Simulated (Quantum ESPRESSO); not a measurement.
# InP: zone-centre phonons under several settings

```
CELL_PARAMETERS angstrom
0.00000 2.93050 2.93050
2.93050 0.00000 2.93050
2.93050 2.93050 0.00000
ATOMIC_POSITIONS crystal
In 0.00000 0.00000 0.00000
P 0.75000 0.75000 0.75000
```

All runs used Quantum ESPRESSO 7.5; k mesh 8 × 8 × 8, shifted; relaxed cell; no spin polarisation; occupations smeared at first, fixed for the response.

| level | potentials | cutoff (eV) | volume (Å³/atom) | lowest optical mode without the field (cm⁻¹) |
| --- | --- | --- | --- | --- |
| PBE | SSSP 1.3 efficiency PBE | 748 | 26.48 | 285 |
| PBE+D2 | PseudoDojo 0.4.1 SR PBE standard | 952 | ? | ? |

Question: What stands in the row left open?

Answer: Volume 24.92 Å³/atom; lowest optical mode without the field 306 cm⁻¹.

